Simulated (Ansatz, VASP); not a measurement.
## One calculation of MgH2, two programs

```
Mg H
1.0
     3.23449    0.00000    0.00000
     0.00000    3.23449    0.00000
     0.00000    0.00000    2.71386
Mg H
1 2
Direct
  0.50000 0.50000 0.00000
  0.00000 0.50000 0.50000
  0.50000 0.00000 0.50000
```

Alike in both runs: task relaxation of cell and atoms; functional PBE; k mesh 6 × 6 × 6; occupations gaussian, width 0.1 eV; no spin polarisation.

|  | VASP | Ansatz |
| --- | --- | --- |
| version | VASP 6.6.1 | Ansatz 0.2.0 |
| potentials or method | VASP PAW PBE potentials, release 64 (Mg, H) | scalar-relativistic, plane waves, PAW |
| plane-wave cutoff (eV) | 600 | 420 |
| valence electrons in the cell | 4 | 12 |

```tsv
	VASP	Ansatz	Ansatz less VASP
gap on the k mesh at the Fermi level, each at its own relaxed structure (eV)	none	none	-
relaxed volume (Å³/atom)	9.46	9.56	+0.099
relaxed cell length with the largest relative difference (Å)	3.258	3.270	+0.0116
energy change over the relaxation (meV/atom)	-3	-3	0.0
```

A gap of «none» marks a metal or a gap that the smearing closes. The two sets of potentials don't hold the same shells in valence.

Caveats: the k mesh is coarse (spacing up to 0.39 Å⁻¹), so the values aren't converged.
